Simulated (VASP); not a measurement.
Input of a VASP 6.6.1 run:

INCAR

```
PREC = Accurate
ENCUT = 520
EDIFF = 1E-6
ISMEAR = 0
SIGMA = 0.012
LREAL = False
LASPH = True
NELM = 60
ALGO = Fast
ISIF = 2
LWAVE = False
LCHARG = False
GGA = PE
```

Contents of KPOINTS:

```
regular mesh
0
Gamma
  8 8 2
```

POSCAR

```
ZnS
1.0
    3.8120000000      0.0000000000      0.0000000000
   -1.9060000000      3.3012888392      0.0000000000
    0.0000000000      0.0000000000     18.6899900000
Zn S
6 6
Direct
    0.3333333333      0.6666666667      0.8333300000
    0.6666666667      0.3333333333      0.3333300000
    0.6666666667      0.3333333333      0.6666700000
    0.3333333333      0.6666666667      0.1666700000
    0.0000000000      0.0000000000      0.5000000000
    0.0000000000      0.0000000000      0.0000000000
    0.3333333333      0.6666666667      0.9583300000
    0.6666666667      0.3333333333      0.4583300000
    0.6666666667      0.3333333333      0.7916700000
    0.3333333333      0.6666666667      0.2916700000
    0.0000000000      0.0000000000      0.6250000000
    0.0000000000      0.0000000000      0.1250000000
```

Potentials or basis: VASP PAW PBE potentials, release 64 (Zn, S).

Run with:

```sh
$ cat potpaw_PBE.64/Zn/POTCAR potpaw_PBE.64/S/POTCAR > POTCAR
$ mpirun -np 1 vasp_std > vasp.out
```

Problem. Predict the largest force.

Solution. 0.030 eV/Å.

Problem. Estimate the pressure.

Solution. 2.4 GPa.

Problem. What does it give for the band gap on the k mesh?

Solution. 2.17 eV, direct.

Forces on the atoms (eV/Å):
```
Zn   0.000  0.000  0.001
Zn   0.000  0.000  0.001
Zn   0.000  0.000  0.015
Zn   0.000  0.000  0.015
Zn   0.000  0.000 -0.004
Zn   0.000  0.000 -0.004
S    0.000  0.000 -0.030
S    0.000  0.000 -0.030
S    0.000  0.000 -0.007
S    0.000  0.000 -0.007
S    0.000  0.000  0.024
S    0.000  0.000  0.024
```

Caveat: the cell's inner coordinates are idealised or old, which leaves forces on the atoms.

**Measured values to compare with.**

From a printed reference work, monograph, for a bulk crystal of ZnS at 4 K: band gap 3.911 eV (direct).

Measured gap of ZnS: 3.911 eV (direct; 4 K; a printed reference work, monograph). This calculation gives 2.17 eV (-1.74 eV). The value is that of PBE on a finite k mesh, which can miss the band edges, without temperature or zero-point motion. Semilocal functionals fall short of measured gaps as a rule.
